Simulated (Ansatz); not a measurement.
# CuO (Pm-3m) in Ansatz: reference runs

Aim: a first look at CuO with PBE, on the cell as given and on a disturbed one.

All numbers are computed with Ansatz 0.2.0; they aren't measurements. Logs are shortened: lines on timing, memory, paths and dates and some standing lists are left out, and cuts for length are marked.

### 1 The crystal as given

The structure is cubic, space group Pm-3m (No. 221). Conventional cell: a = 2.553 Å, b = 2.553 Å, c = 2.553 Å, α = 90.00°, β = 90.00°, γ = 90.00°. Around Cu (site symmetry m-3m) lie 8 O at 2.21 Å. O (site symmetry m-3m) is surrounded by 8 Cu at 2.21 Å.

Measurements of this composition are mostly on another form, of space group No. 15.

### 2 Single point, PBE

input.yaml reads:

```yaml
crystal:
  lattice:
    - [2.55255061, 0.0, 0.0]
    - [0.0, 2.55255061, 0.0]
    - [0.0, 0.0, 2.55255061]
  atoms:
    - { symbol: Cu, position: [0.0, 0.0, 0.0] }
    - { symbol: O, position: [0.5, 0.5, 0.5] }
kpoints:
  mp_grid: { grid: [10, 10, 10] }
scf:
  occupations: { method: fermi_dirac, width: 0.05 }
hamiltonian:
  xc: pbe
  pseudopotentials: { kind: all_electron, lapw: { basis_error: 0.001 } }
output:
  forces: true
  stress: true
  eigenvalues: true
  populations: true
```

Potentials or basis: all-electron LAPW, scalar-relativistic.

Run with:

```sh
$ ansatz run input.yaml --threads 1 --pin off --max-ram 3072MiB --backend cpu --events-out ev --progress --plain --runs-dir out
```

The program printed:

```text
Warning: RAYON_NUM_THREADS=1 ignored (pool sized by the plan → 1); use --threads N
Cu: projections on atomic orbitals take those of the free atom 1s2 2s2 2p6 3s2 3p6 3d10 4s1, of charge +0.00 (hamiltonian.pseudopotentials.projection_atoms)
O: projections on atomic orbitals take those of the free atom 1s2 2s2 2p4, of charge +0.00 (hamiltonian.pseudopotentials.projection_atoms)
LAPW: plane waves up to 9.379 Å⁻¹, error target 1.0e-3 eV per atom; small_component_spin mean_spin; O in spheres of 1.001 Å, 8 of its electrons in bands, Dirac shells []; Cu in spheres of 1.209 Å, 19 of its electrons in bands, Dirac shells [] (how accurate: hamiltonian.pseudopotentials.lapw.basis_error, Limitations)
Engine: ansatz 0.2.0, x86_64-unknown-linux-gnu
Pseudopotentials: kind: all_electron
Pseudopotential: Cu, LAPW, valence charge 19, lapw/all_electron/scalar/gaussian/Cu, Koelling and Harmon's equation, gaussian nucleus
Pseudopotential: O, LAPW, valence charge 8, lapw/all_electron/scalar/gaussian/O, Koelling and Harmon's equation, gaussian nucleus
Functional definition: PBE
  parameter kappa = 0.804
  parameter beta = 0.06672455060314922
  exchange = pbe_x(kappa = kappa, mu = beta*pi^2/3)
  correlation = pbe_c(beta = beta)
Crystal: 2 atoms, lattice volume = 16.631 Å³
Basis set: ecut = 335.1336932028717 eV, 251 PW (Γ), exchange–correlation at level 2
Bands: 18, of which v1, the nominal top of the filled ones, is band 14 counted from 1 (13 counted from 0)
Symmetry: 48 space group operations
Space group: Pm-3m (ITA 221), of the structure as read, at distance tolerance 2.6e-5 Å
k-points: 56 of 1000
Non-local potential: Cu, projectors of the file, none
Non-local potential: O, projectors of the file, none
Initial density: superposition of atomic densities (chi_scale 0.1, normalization cell, long waves kept (reshape's long-wave potential 0.00 eV rms))
Initial wavefunctions: plane waves of lowest kinetic energy (no species holds an atomic orbital)
Functional: x = pbe(κ = 0.804, μ = 0.2195149727645171), c = pbe(β = 0.06672455060314922)
iter 1 solved again at ethr=1.81e-2 eV; its pass at ethr=1.00e-1 eV (dr2=4.89e0 eV) is discarded
SCF iter   1: F=—  HF=-47082.976571 eV  |F-HF|=—  |Δ(HF+E_count)|=         —  Δρ=1.56e-1  dr2=4.89e0  ethr=1.81e-2  ⟨swp⟩=2.0  Hψ=6594  notcnv=0
preconditioner: auto → none  [metal: Δε(μ)=0.012 eV  Ē_g=15.514 eV  σ=0.050 eV  W_gap=0.06  n_scr=6 (ndim 8)  ℏωp=37.5 eV  f_vac=0.000  D(μ)=5.49/eV (n_scr^D=122)  sad-step TF]
SCF iter   2: F=—  HF=-47084.474474 eV  |F-HF|=—  |Δ(HF+E_count)|=    1.50e0  Δρ=9.83e-2  dr2=1.63e0  ethr=1.81e-2  ⟨swp⟩=2.7  Hψ=3059  notcnv=0
iter 3 solved again at ethr=6.06e-5 eV; its pass at ethr=6.05e-3 eV (dr2=1.64e-2 eV) is discarded
SCF iter   3: F=—  HF=-47080.199639 eV  |F-HF|=—  |Δ(HF+E_count)|=    4.27e0  Δρ=1.46e-2  dr2=1.64e-2  ethr=6.06e-5  ⟨swp⟩=2.2  Hψ=5238  notcnv=0
SCF iter   4: F=—  HF=-47079.985665 eV  |F-HF|=—  |Δ(HF+E_count)|=   2.14e-1  Δρ=1.60e-2  dr2=5.50e-2  ethr=6.06e-5  ⟨swp⟩=3.0  Hψ=3337  notcnv=0
SCF iter   5: F=—  HF=-47079.977398 eV  |F-HF|=—  |Δ(HF+E_count)|=         —  Δρ=7.43e-3  dr2=1.10e-2  ethr=6.06e-5  ⟨swp⟩=2.1  Hψ=3034  notcnv=0
the basis was enlarged: its passes take 484.0 KiB over the memory plan, 1 of 1 planned eigensolver slots
SCF iter   6: F=—  HF=-47079.972510 eV  |F-HF|=—  |Δ(HF+E_count)|=   4.89e-3  Δρ=3.40e-3  dr2=2.29e-3  ethr=4.06e-5  ⟨swp⟩=2.0  Hψ=2804  notcnv=0
SCF iter   7: F=—  HF=-47079.971142 eV  |F-HF|=—  |Δ(HF+E_count)|=   1.37e-3  Δρ=5.69e-4  dr2=6.44e-5  ethr=8.48e-6  ⟨swp⟩=2.0  Hψ=2804  notcnv=0
SCF iter   8: F=—  HF=-47079.971104 eV  |F-HF|=—  |Δ(HF+E_count)|=   3.76e-5  Δρ=6.33e-5  dr2=8.07e-7  ethr=2.38e-7  ⟨swp⟩=2.0  Hψ=2804  notcnv=0
SCF iter   9: F=-47079.971103 eV  HF=-47079.971103 eV  |F-HF|=3.11e-8  |Δ(HF+E_count)|=   1.34e-6  Δρ=7.54e-6  dr2=1.15e-8  ethr=2.99e-9  ⟨swp⟩=2.0  Hψ=2804  notcnv=0
SCF 1 converged in 9 iterations: F = -47079.971103 eV  dr2 = 1.15e-8
SCF converged after 9 iterations
Free energy (F): -47079.971103 eV
Harris-Foulkes:  -47079.971103 eV  (|F-HF|=3.11e-8)
Internal energy: -47079.948773 eV  (E = F + TS)
E sigma→0 (E₀):  -47079.959938 eV
Entropy (-TS):   -0.022330 eV (-11.165 meV/atom)
Fermi energy:    15.564782 eV
--- Per-component energies (eV) ---
  E_band       = -1317.639302
  E_kinetic    = 47856.556761
  E_xc         = -2073.179656
  E_electrostatic = -92863.325878  (all electrons and nuclei)
  E_smearing   = -0.022330  (= −TS)
  E_closure    = 0.000000  (closes the sum)
  E_atoms      = -47071.435960  (free atoms, spherical and without spin; not in F)
  Σ components = -47079.971103   (vs F -47079.971103, Δ=0.00e0)
  Basis errors (estimates in eV, not in F): energy 3.0e-4 per atom: plane waves 2.7e-4 (1.4e-4 summed), levels above the bands 3.6e-162, relativity 2.8e-8, radial functions 3.2e-5, core shells 9.5e-11; eigenvalues (radial functions only) 1.7e-5; not estimated: angular momenta, meshes, grids; target (lapw.basis_error) 1.0e-3; muffin-tin radii O 1.001 Å, Cu 1.209 Å
--- Forces (eV/Å), atoms counted from 1 ---
  atom   1  Cu    -0.00000000     0.00000000    -0.00000000
  atom   2  O      0.00000000    -0.00000000    -0.00000000
  max |Σ_I F_I| component: 1.57e-30 eV/Å
--- Stress (GPa, compression-positive) ---
       20.779063      -0.000000       0.000000
       -0.000000      20.779063       0.000000
        0.000000       0.000000      20.779063
  P = ⅓ Tr σ = 20.7791 GPa (207.791 kbar)
--- Band table (eV; the first three rows and the last of 56) ---
  k-point 0: bands = ["-490.6809", "-96.7364", "-54.0985", "-54.0985", "-54.0985", "-4.5893", "11.8775", "11.8775", "13.4371", "13.4371", "13.4371", "13.8376", "13.8376", "13.8376", "16.7968", "31.7179", "31.7179", "36.5164"]
  k-point 1: bands = ["-490.6809", "-96.7359", "-54.1041", "-54.0980", "-54.0980", "-4.4728", "11.4989", "11.9068", "13.0050", "13.0050", "13.0762", "13.8443", "14.3132", "14.3132", "17.5361", "31.0726", "31.8120", "36.3223"]
  k-point 2: bands = ["-490.6809", "-96.7347", "-54.1189", "-54.0969", "-54.0969", "-4.1484", "10.1249", "11.9844", "12.5029", "12.5029", "13.2008", "13.8619", "14.9352", "14.9352", "18.8415", "29.4906", "32.0932", "35.7489"]
  k-point 55: bands = ["-490.6809", "-96.7221", "-54.1457", "-54.1457", "-54.1457", "-1.1749", "8.9144", "8.9144", "8.9144", "14.3702", "14.3702", "15.9430", "15.9430", "15.9430", "22.6301", "22.6301", "22.6301", "29.8905"]
--- Löwdin populations: 2 sites ---
  site symbol       q [e]
     0     Cu     28.0057
     1      O      8.8695
  spilling = 0.003373 (of n_electrons = 37.000000)
```

Run time: 6.2 s. Hardware: 1 thread of AMD EPYC 7R43 (Zen 3), shared host; peak memory 0.33 GiB.

Results:

| Property | Result |
| --- | --- |
| Free energy | -47079.9711 eV |
| Pressure | 20.8 GPa |
| Band gap on the k mesh | none (metal or under the smearing width) |
| Loewdin charges | Cu +0.99; O -0.87 e |

Caveat: the atomic charges don't sum to the cell's charge; so large a pressure means that the cell lies far from this level's equilibrium, or that cutoff or potentials fall short; an odd number of electrons without spin polarisation forces a metal; a magnetic or distorted state may lie lower; the run has no spin polarisation, though such a crystal can be magnetic; semilocal functionals often make such compounds metallic where correlation or magnetic order opens a gap, which also shifts bond lengths.

### 3 Equation of state, PBE

Potentials or basis: all-electron LAPW, scalar-relativistic.

No new run: the results of the series are fitted here.

Results:

| Property | Result |
| --- | --- |
| Equilibrium volume | 9.15 Å³/atom (rough: see the caveat) |
| Bulk modulus | 173 GPa (rough) |

Energy against volume, from the lowest point:
```
volume (Å³/atom)  energy (meV/atom)
           7.817             134.69
           7.983              97.30
           8.149              66.73
           8.316              42.31
           8.482              23.40
           8.648               9.47
           8.815               0.00
```

Caveat: the minimum lies outside the volumes run; the run has no spin polarisation, though such a crystal can be magnetic.

### 4 Single point, PBE (atoms moved at random, drawn with an rms of 0.05 Å)

input.yaml, as its differences from that of step 2:

```diff
@@ -6,4 +6,4 @@
   atoms:
-    - { symbol: Cu, position: [0.0, 0.0, 0.0] }
-    - { symbol: O, position: [0.5, 0.5, 0.5] }
+    - { symbol: Cu, position: [0.012894, 0.002747, -0.003667] }
+    - { symbol: O, position: [0.483761, 0.502269, 0.500364] }
 kpoints:
```

Potentials or basis: all-electron LAPW, scalar-relativistic.

Run with:

```sh
$ ansatz run input.yaml --threads 1 --pin off --max-ram 3072MiB --backend cpu --events-out ev --progress --plain --runs-dir out
```

The program printed:

```text
Warning: RAYON_NUM_THREADS=1 ignored (pool sized by the plan → 1); use --threads N
Cu: projections on atomic orbitals take those of the free atom 1s2 2s2 2p6 3s2 3p6 3d10 4s1, of charge +0.00 (hamiltonian.pseudopotentials.projection_atoms)
O: projections on atomic orbitals take those of the free atom 1s2 2s2 2p4, of charge +0.00 (hamiltonian.pseudopotentials.projection_atoms)
LAPW: plane waves up to 9.611 Å⁻¹, error target 1.0e-3 eV per atom; small_component_spin mean_spin; O in spheres of 0.977 Å, 8 of its electrons in bands, Dirac shells []; Cu in spheres of 1.184 Å, 19 of its electrons in bands, Dirac shells [] (how accurate: hamiltonian.pseudopotentials.lapw.basis_error, Limitations)
[... 9 set-up lines as earlier in the session ...]
Crystal: 2 atoms, lattice volume = 16.631 Å³
Basis set: ecut = 351.9322429120986 eV, 251 PW (Γ), exchange–correlation at level 2
Bands: 18, of which v1, the nominal top of the filled ones, is band 14 counted from 1 (13 counted from 0)
Symmetry: 1 space group operations
Space group: P1 (ITA 1), of the structure as read, at distance tolerance 2.6e-5 Å
k-points: 504 of 1000 (time reversal used)
[... 5 set-up lines as earlier in the session ...]
iter 1 solved again at ethr=1.95e-2 eV; its pass at ethr=1.00e-1 eV (dr2=5.25e0 eV) is discarded
SCF iter   1: F=—  HF=-47082.974823 eV  |F-HF|=—  |Δ(HF+E_count)|=         —  Δρ=1.61e-1  dr2=5.25e0  ethr=1.95e-2  ⟨swp⟩=2.0  Hψ=59618  notcnv=0
preconditioner: auto → none  [metal: Δε(μ)=0.004 eV  Ē_g=15.518 eV  σ=0.050 eV  W_gap=0.02  n_scr=6 (ndim 8)  ℏωp=37.5 eV  f_vac=0.000  D(μ)=5.61/eV (n_scr^D=146)  sad-step TF]
SCF iter   2: F=—  HF=-47084.278735 eV  |F-HF|=—  |Δ(HF+E_count)|=    1.30e0  Δρ=9.94e-2  dr2=1.69e0  ethr=1.95e-2  ⟨swp⟩=2.7  Hψ=27158  notcnv=0  defer=1
iter 3 solved again at ethr=4.57e-5 eV; its pass at ethr=6.26e-3 eV (dr2=1.23e-2 eV) is discarded
SCF iter   3: F=—  HF=-47080.168864 eV  |F-HF|=—  |Δ(HF+E_count)|=    4.11e0  Δρ=1.39e-2  dr2=1.24e-2  ethr=4.57e-5  ⟨swp⟩=2.2  Hψ=46901  notcnv=0  defer=5
SCF iter   4: F=—  HF=-47079.974500 eV  |F-HF|=—  |Δ(HF+E_count)|=         —  Δρ=1.41e-2  dr2=4.34e-2  ethr=4.57e-5  ⟨swp⟩=3.0  Hψ=30533  notcnv=0
the basis was enlarged: its passes take 102.7 KiB over the memory plan, 1 of 1 planned eigensolver slots
SCF iter   5: F=—  HF=-47079.968265 eV  |F-HF|=—  |Δ(HF+E_count)|=   6.23e-3  Δρ=6.28e-3  dr2=7.97e-3  ethr=4.57e-5  ⟨swp⟩=2.0  Hψ=27216  notcnv=0
SCF iter   6: F=—  HF=-47079.964634 eV  |F-HF|=—  |Δ(HF+E_count)|=   3.63e-3  Δρ=2.18e-3  dr2=9.53e-4  ethr=2.95e-5  ⟨swp⟩=2.0  Hψ=25200  notcnv=0
SCF iter   7: F=—  HF=-47079.964078 eV  |F-HF|=—  |Δ(HF+E_count)|=   5.57e-4  Δρ=2.12e-4  dr2=8.81e-6  ethr=3.53e-6  ⟨swp⟩=2.0  Hψ=25202  notcnv=0
SCF iter   8: F=-47079.964073 eV  HF=-47079.964073 eV  |F-HF|=1.99e-9  |Δ(HF+E_count)|=   4.67e-6  Δρ=1.20e-5  dr2=1.24e-8  ethr=3.26e-8  ⟨swp⟩=2.0  Hψ=25200  notcnv=0
SCF 1 converged in 8 iterations: F = -47079.964073 eV  dr2 = 1.24e-8
SCF converged after 8 iterations
Free energy (F): -47079.964073 eV
Harris-Foulkes:  -47079.964073 eV  (|F-HF|=1.99e-9)
Internal energy: -47079.941326 eV  (E = F + TS)
E sigma→0 (E₀):  -47079.952700 eV
Entropy (-TS):   -0.022746 eV (-11.373 meV/atom)
Fermi energy:    15.570772 eV
--- Per-component energies (eV) ---
  E_band       = -1317.723277
  E_kinetic    = 47856.713055
  E_xc         = -2073.204354
  E_electrostatic = -92863.450028  (all electrons and nuclei)
  E_smearing   = -0.022746  (= −TS)
  E_closure    = 0.000000  (closes the sum)
  E_atoms      = -47071.435960  (free atoms, spherical and without spin; not in F)
  Σ components = -47079.964073   (vs F -47079.964073, Δ=0.00e0)
  Basis errors (estimates in eV, not in F): energy 3.2e-4 per atom: plane waves 2.7e-4 (1.4e-4 summed), levels above the bands 1.3e-162, relativity 3.8e-8, radial functions 5.4e-5, core shells 2.5e-10; eigenvalues (radial functions only) 1.8e-5; not estimated: angular momenta, meshes, grids; target (lapw.basis_error) 1.0e-3; muffin-tin radii O 0.977 Å, Cu 1.184 Å
--- Forces (eV/Å), atoms counted from 1 ---
  atom   1  Cu    -0.17769607    -0.00317684     0.02675787
  atom   2  O      0.17769350     0.00317721    -0.02675696
  max |Σ_I F_I| component: 2.57e-6 eV/Å
--- Stress (GPa, compression-positive) ---
       21.194840       0.004433      -0.037579
        0.004433      21.398479      -0.000713
       -0.037579      -0.000713      21.394350
  P = ⅓ Tr σ = 21.3292 GPa (213.292 kbar)
--- Band table (eV; the first three rows and the last of 504) ---
  k-point 0: bands = ["-490.6797", "-96.7385", "-54.1046", "-54.1045", "-54.0929", "-4.5973", "11.8035", "11.8684", "13.3450", "13.3471", "13.5364", "13.8286", "13.9202", "13.9211", "16.7950", "31.6196", "31.7174", "36.5243"]
  k-point 1: bands = ["-490.6797", "-96.7381", "-54.1101", "-54.1041", "-54.0925", "-4.4809", "11.4703", "11.8511", "12.9645", "13.0294", "13.1007", "13.8383", "14.3415", "14.3580", "17.5308", "31.0626", "31.7423", "36.3280"]
  k-point 2: bands = ["-490.6797", "-96.7369", "-54.1248", "-54.1030", "-54.0913", "-4.1568", "10.1077", "11.9242", "12.4731", "12.5815", "13.1817", "13.8575", "14.9516", "14.9560", "18.8331", "29.4958", "32.0312", "35.7511"]
  k-point 503: bands = ["-490.6797", "-96.7242", "-54.1518", "-54.1517", "-54.1400", "-1.1922", "8.9074", "8.9077", "8.9281", "14.3636", "14.3723", "15.9160", "15.9162", "15.9442", "22.6383", "22.6762", "22.6772", "29.8762"]
--- Löwdin populations: 2 sites ---
  site symbol       q [e]
     0     Cu     28.0048
     1      O      8.8701
  spilling = 0.003382 (of n_electrons = 37.000000)
```

populations.tsv:

```text
# site	symbol	l	j	q
# orbitals = lowdin
# n_electrons = 37.000000
# spilling = 0.003382
# projection_atom_Cu: 1s2 2s2 2p6 3s2 3p6 3d10 4s1
# projection_atom_O: 1s2 2s2 2p4
0	Cu	0_1S	-	1.999992
0	Cu	0_2S	-	1.999582
0	Cu	0_3S	-	1.988795
0	Cu	0_4S	-	0.520257
0	Cu	1_2P	-	5.999997
0	Cu	1_3P	-	5.998747
0	Cu	2_3D	-	9.497426
1	O	0_1S	-	1.999436
1	O	0_2S	-	1.901015
1	O	1_2P	-	4.969633
```

Wall time 71 s (1 thread of AMD EPYC 7R43 (Zen 3), shared host); peak memory 0.79 GiB.

What came out:

```
Free energy            : -47079.9641 eV
Pressure               : 21.3 GPa
Largest force          : 0.180 eV/Å
Band gap on the k mesh : none (metal or under the smearing width)
Loewdin charges        : Cu +1.00; O -0.87 e
```

Forces on the atoms (eV/Å):
```
Cu  -0.178 -0.003  0.027
O    0.178  0.003 -0.027
```

Caveat: the atomic charges don't sum to the cell's charge; an odd number of electrons without spin polarisation forces a metal; a magnetic or distorted state may lie lower; the run has no spin polarisation, though such a crystal can be magnetic; semilocal functionals often make such compounds metallic where correlation or magnetic order opens a gap, which also shifts bond lengths.

### 5 Overview

```csv
task,cell,cutoff (eV),basis error allowed,gap on the mesh (eV),pressure (GPa)
single point,as given,335,0.001 eV/atom,none,20.8
equation of state,as given,-,0.0005 eV/atom,-,-
single point,"atoms moved at random, drawn with an rms of 0.05 Å",352,0.001 eV/atom,none,21.3
```

Alike in all rows: level PBE; potentials or basis all-electron LAPW, scalar-relativistic; no spin polarisation; k mesh 10 × 10 × 10; smearing fermi-dirac 0.05 eV.

Caveats: the run has no spin polarisation, though such a crystal can be magnetic; an odd number of electrons without spin polarisation forces a metal (some runs); a magnetic or distorted state may lie lower (some runs); semilocal functionals often make such compounds metallic where correlation or magnetic order opens a gap, which also shifts bond lengths (some runs); so large a pressure means that the cell lies far from this level's equilibrium, or that cutoff or potentials fall short (some runs); the minimum lies outside the volumes run (some runs).

Compare energies only between runs with the same functional and basis.
